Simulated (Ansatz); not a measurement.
Here is an unrelaxed guess for NbAs.

```yaml
crystal:
  lattice:
    - [3.45883, 0.00000, 0.00000]
    - [0.00000, 3.45883, 0.00000]
    - [0.00000, 0.00000, 3.66928]
  atoms:
    - { symbol: Nb, position: [0.00000, 0.00000, 0.23803] }
    - { symbol: As, position: [0.50000, 0.50000, 0.26197] }
```

All numbers below come from Ansatz, DFT PBE, scalar-relativistic, plane waves, PAW. Cutoff 420 eV; k points 6×6×6 on the computed 2-atom cell (Γ-centred); Gaussian smearing, width 0.10 eV; no spin polarisation.

Formation energies are uncorrected and refer to the elements' standard structures at the same level.

Question: Estimate its pressure, forces and energy as it stands.

Answer: The pressure is 9.7 GPa (the mean over three directions, positive in compression), the largest force is 0.13 eV/Å, and the energy is +0.42 eV/atom against the elements. The shortest distance is 2.45 Å.

Question: Is it a good guess?

Answer: A rough one: relaxing gains about 0.85 eV/atom (the start's value is from the coarse mesh, so the gain is rough) in 17 ionic steps and ends at −0.43 eV/atom on the finer mesh. The symmetry goes from P4mm (No. 99) to Pm-3m (No. 221). The end has the caesium chloride type. The volume per atom shrinks by 24.1 %, from 21.9 to 16.7 Å³. The shortest distance goes from 2.45 Å (Nb–As) to 2.79 Å (Nb–As). Conventional cell: a = 3.217 Å. Nb is surrounded by 8 As at 2.79 Å and 6 Nb at 3.22 Å; As has 8 Nb at 2.79 Å and 6 As at 3.22 Å.

The last run used an 18×18×18 mesh for its 2-atom cell and Gaussian smearing of 0.10 eV. The reference form of As is held partly by dispersion forces, which this level lacks. The relaxation can't lower the symmetry of the start, and the grade says only how near the guess is to its own end. Symmetry constrained the relaxation, so the result can be a saddle point.
